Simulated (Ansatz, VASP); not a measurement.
# SnTe: VASP beside Ansatz

```xyz
2
Lattice="0.0000 3.1509 3.1509 3.1509 0.0000 3.1509 3.1509 3.1509 0.0000" Properties=species:S:1:pos:R:3 pbc="T T T"
Te    3.1509    3.1509    3.1509
Sn    0.0000    0.0000    0.0000
```

Alike in both runs: task relaxation of cell and atoms; functional PBEsol; k mesh 7 × 7 × 7; occupations fermi-dirac, width 0.05 eV; no spin polarisation.

```csv
,VASP,Ansatz
version,VASP 6.6.1,Ansatz 0.2.0
potentials or method,"VASP PAW PBE potentials, release 64 (Te, Sn_d)",Ansatz PAW
plane-wave cutoff (eV),600,420
valence electrons in the cell,20,30
```

Ansatz gave:

```
relaxed volume (Å³/atom)                                     : 31.03
relaxed cell length with the largest relative difference (Å) : 4.444
```

Question: What did VASP give for the same quantities?

Answer: Relaxed volume (Å³/atom): 31.05; relaxed cell length with the largest relative difference (Å): 4.445.

The two sets of potentials don't hold the same shells in valence.

Caveats: the PAW data sets were made with another functional, which shifts forces and pressure a little (VASP); the plane-wave basis is chosen anew once the cell has moved, so the energies of steps on either side of that aren't comparable (Ansatz); the PAW data sets come from PBE, with cores solved anew for the run's functional, which leaves a small shift of forces and pressure (Ansatz). The runs have no spin-orbit coupling, so splittings on Te are missing.
